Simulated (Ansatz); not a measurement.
Steps from a short run of molecular dynamics on a 2×2×1 supercell (12 atoms) of SnS2 (P-3m1), relaxed with r2SCAN+rVV10; forces from r2SCAN in Ansatz 0.2.0, 3×3×2 mesh, Fermi-Dirac smearing of 0.069 eV, a Nosé-Hoover thermostat at fixed volume, set at 800 K. Spin polarisation is off, nuclei are classical, and the run is far too short for thermal averages.

Cell vectors in Å:
```
 7.3215  0.0000  0.0000
-3.6608  6.3406  0.0000
 0.0000  0.0000  5.9618
```

Question: At 9 fs the positions in Å are
```
Sn  -0.021  -0.028   0.041
S    0.017   2.137   1.419
S    1.892   1.103   4.465
Sn  -1.809   3.224  -0.036
S   -1.852   5.302   1.442
S   -0.010   4.220   4.510
Sn   3.655   0.002   0.015
S    3.659   2.121   1.456
S    5.470   1.041   4.465
Sn   1.846   3.133   0.002
S    1.785   5.287   1.494
S    3.641   4.189   4.515
```
What are the forces, and how far does the free energy (smearing included) lie above that of step 0, with the atoms on their sites?

Answer: 11.0 meV an atom; forces in eV/Å:
```
Sn  -0.206   0.432  -0.688
S   -0.234  -0.170   0.319
S   -0.434  -0.500   0.302
Sn  -0.279  -0.813   0.044
S    0.055  -0.073   0.325
S    0.177   0.196  -0.198
Sn   0.182   0.310  -0.366
S    0.250   0.049   0.100
S    0.284  -0.009   0.502
Sn  -0.056   0.213  -0.011
S    0.197  -0.110  -0.182
S    0.065   0.474  -0.147
```

Question: At 12 fs the positions in Å are
```
Sn  -0.028  -0.036   0.053
S    0.022   2.145   1.405
S    1.910   1.117   4.455
Sn  -1.802   3.241  -0.048
S   -1.859   5.308   1.436
S   -0.013   4.219   4.513
Sn   3.654   0.003   0.020
S    3.660   2.123   1.453
S    5.465   1.035   4.457
Sn   1.852   3.120   0.002
S    1.770   5.287   1.503
S    3.634   4.178   4.520
```
What are the forces, and how far does the free energy (smearing included) lie above that of step 0, with the atoms on their sites?

Answer: 18.3 meV an atom; forces in eV/Å:
```
Sn  -0.308   0.545  -0.857
S   -0.312  -0.225   0.428
S   -0.526  -0.632   0.343
Sn  -0.375  -1.054   0.084
S    0.085  -0.102   0.434
S    0.251   0.266  -0.288
Sn   0.234   0.398  -0.470
S    0.319   0.057   0.147
S    0.361  -0.010   0.622
Sn  -0.074   0.282  -0.016
S    0.259  -0.138  -0.219
S    0.085   0.613  -0.208
```

Question: At 18 fs the positions in Å are
```
Sn  -0.043  -0.052   0.077
S    0.029   2.157   1.381
S    1.943   1.138   4.439
Sn  -1.790   3.272  -0.071
S   -1.872   5.319   1.427
S   -0.016   4.218   4.517
Sn   3.651   0.005   0.029
S    3.663   2.129   1.449
S    5.456   1.024   4.445
Sn   1.862   3.096   0.004
S    1.743   5.287   1.520
S    3.622   4.162   4.528
```
What are the forces, and how far does the free energy (smearing included) lie above that of step 0, with the atoms on their sites?

Answer: 34.7 meV an atom; forces in eV/Å:
```
Sn  -0.506   0.726  -1.100
S   -0.448  -0.321   0.608
S   -0.650  -0.835   0.378
Sn  -0.557  -1.460   0.195
S    0.157  -0.161   0.601
S    0.405   0.395  -0.455
Sn   0.315   0.532  -0.630
S    0.425   0.062   0.224
S    0.484  -0.002   0.792
Sn  -0.114   0.413  -0.022
S    0.368  -0.184  -0.277
S    0.122   0.836  -0.314
```

Question: At 27 fs the positions in Å are
```
Sn  -0.068  -0.073   0.106
S    0.030   2.169   1.358
S    1.978   1.153   4.422
Sn  -1.774   3.311  -0.106
S   -1.889   5.332   1.427
S   -0.012   4.226   4.513
Sn   3.649   0.012   0.038
S    3.678   2.139   1.449
S    5.454   1.008   4.443
Sn   1.877   3.063   0.005
S    1.711   5.282   1.539
S    3.607   4.155   4.534
```
What are the forces, and how far does the free energy (smearing included) lie above that of step 0, with the atoms on their sites?

Answer: 53.9 meV an atom; forces in eV/Å:
```
Sn  -0.681   0.885  -1.231
S   -0.546  -0.392   0.733
S   -0.728  -0.977   0.375
Sn  -0.746  -1.826   0.380
S    0.256  -0.231   0.661
S    0.570   0.495  -0.590
Sn   0.360   0.602  -0.721
S    0.483   0.059   0.262
S    0.581   0.050   0.866
Sn  -0.190   0.575  -0.011
S    0.476  -0.233  -0.328
S    0.164   0.992  -0.397
```

Question: At 36 fs the positions in Å are
```
Sn  -0.099  -0.087   0.128
S    0.018   2.172   1.353
S    1.997   1.144   4.414
Sn  -1.763   3.338  -0.138
S   -1.899   5.339   1.442
S    0.006   4.245   4.496
Sn   3.650   0.023   0.042
S    3.704   2.150   1.454
S    5.465   0.993   4.462
Sn   1.891   3.033   0.007
S    1.690   5.272   1.550
S    3.595   4.172   4.530
```
What are the forces, and how far does the free energy (smearing included) lie above that of step 0, with the atoms on their sites?

Answer: 57.9 meV an atom; forces in eV/Å:
```
Sn  -0.592   0.912  -1.091
S   -0.466  -0.350   0.654
S   -0.721  -0.911   0.372
Sn  -0.738  -1.858   0.499
S    0.292  -0.252   0.457
S    0.545   0.414  -0.478
Sn   0.313   0.500  -0.629
S    0.405   0.059   0.179
S    0.565   0.166   0.716
Sn  -0.294   0.687   0.019
S    0.502  -0.263  -0.341
S    0.188   0.897  -0.357
```

Question: At 42 fs the positions in Å are
```
Sn  -0.121  -0.094   0.138
S    0.003   2.169   1.358
S    1.999   1.126   4.414
Sn  -1.758   3.349  -0.157
S   -1.902   5.341   1.459
S    0.025   4.264   4.477
Sn   3.651   0.033   0.043
S    3.727   2.159   1.460
S    5.481   0.984   4.485
Sn   1.899   3.015   0.008
S    1.683   5.262   1.553
S    3.590   4.196   4.523
```
What are the forces, and how far does the free energy (smearing included) lie above that of step 0, with the atoms on their sites?

Answer: 53.9 meV an atom; forces in eV/Å:
```
Sn  -0.366   0.864  -0.866
S   -0.322  -0.269   0.512
S   -0.684  -0.760   0.382
Sn  -0.616  -1.710   0.527
S    0.276  -0.235   0.210
S    0.412   0.262  -0.271
Sn   0.243   0.345  -0.484
S    0.287   0.058   0.065
S    0.479   0.278   0.492
Sn  -0.373   0.741   0.037
S    0.469  -0.274  -0.329
S    0.195   0.700  -0.273
```
